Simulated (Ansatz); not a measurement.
Runs of Ansatz 0.2.0 on SiNi. It takes space group P2_13 (No. 198, cubic). The conventional cell has a = 4.504 Å, b = 4.504 Å, c = 4.504 Å, α = 90.00°, β = 90.00°, γ = 90.00°. Ni (site symmetry 3) is surrounded by 7 Si at 2.36 to 2.44 Å. Si (site symmetry 3) has 7 Ni at 2.36 to 2.44 Å as nearest neighbours. The cell is a database's computed one.

```csv
task,level,cell,points for each segment of the path,gap on the mesh (eV),pressure (GPa),moment (μB),relaxed volume (Å³/atom),largest force (eV/Å)
band structure,BLYP,as given,10,none,(a),0.00,-,0.07
relaxation of cell and atoms,PBEsol,relaxed,-,none,0.0,0.00,(b),-
relaxation of cell and atoms,PBEsol+D4,relaxed,-,none,0.0,0.00,10.94,-
relaxation of cell and atoms,revPBE,relaxed,-,none,0.0,0.00,11.70,-
relaxation of cell and atoms,BLYP,relaxed,-,none,0.0,0.00,12.21,0.01
```

Alike in all rows: potentials or basis Ansatz PAW; spin collinear, ferromagnetic start; k mesh 6 × 6 × 6; cutoff (eV) 420; smearing fermi-dirac 0.05 eV.

Problem. Estimate the missing entries.

Solution. (a) 11.0; (b) 11.15.

Caveats: the PAW data sets come from PBE, with cores solved anew for the run's functional, which leaves a small shift of forces and pressure; the starting moments weren't kept; the plane-wave basis is chosen anew once the cell has moved, so the energies of steps on either side of that aren't comparable (some runs); pairwise dispersion overbinds metals, which lowers pressure and volume (some runs).

A gap of «none» marks a metal or a gap under the smearing width.
